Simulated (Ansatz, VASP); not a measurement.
SnO2 in VASP and in Ansatz

```
Sn O
1.0
     4.72072    0.00000    0.00000
     0.00000    4.72072    0.00000
     0.00000    0.00000    3.18876
Sn O
2 4
Direct
  0.00000 0.00000 0.94731
  0.50000 0.50000 0.55269
  0.30611 0.30611 0.03065
  0.19389 0.80611 0.46935
  0.69389 0.69389 0.03065
  0.80611 0.19389 0.46935
```

Change from the starting cell: mode 4 frozen in at +0.000 Å and mode 5 at -0.168 Å (largest displacements).

Alike in both runs: task single point; functional LDA; k mesh 6 × 6 × 8; occupations gaussian, width 0.05 eV; no spin polarisation.

|  | VASP | Ansatz |
| --- | --- | --- |
| version | VASP 6.6.1 | Ansatz 0.2.0 |
| potentials or method | VASP PAW LDA potentials, release 64 (Sn_d, O) | scalar-relativistic, plane waves, PAW |
| plane-wave cutoff (eV) | 520 | 520 |
| valence electrons in the cell | 52 | 52 |

```csv
,VASP,Ansatz,Ansatz less VASP
gap on the k mesh at the Fermi level (eV),1.05,1.02,-0.025
least direct gap on the mesh (eV),1.05,1.02,-0.025
pressure (GPa),1.7,0.3,-1.37
largest component of the traceless stress (GPa),0.27,0.68,+0.413
rms of the force components (eV/Å),0.579,0.555,-0.0247
```

Atom by atom the forces differ by 0.035 eV/Å (rms over components). Ansatz warned: «pseudo_functional_mismatch».

Caveats: spin-orbit coupling is left out, which moves the levels of the heavy elements; forces of over 1 eV/Å show positions far from the minimum, so gaps and moduli don't describe the material at rest.
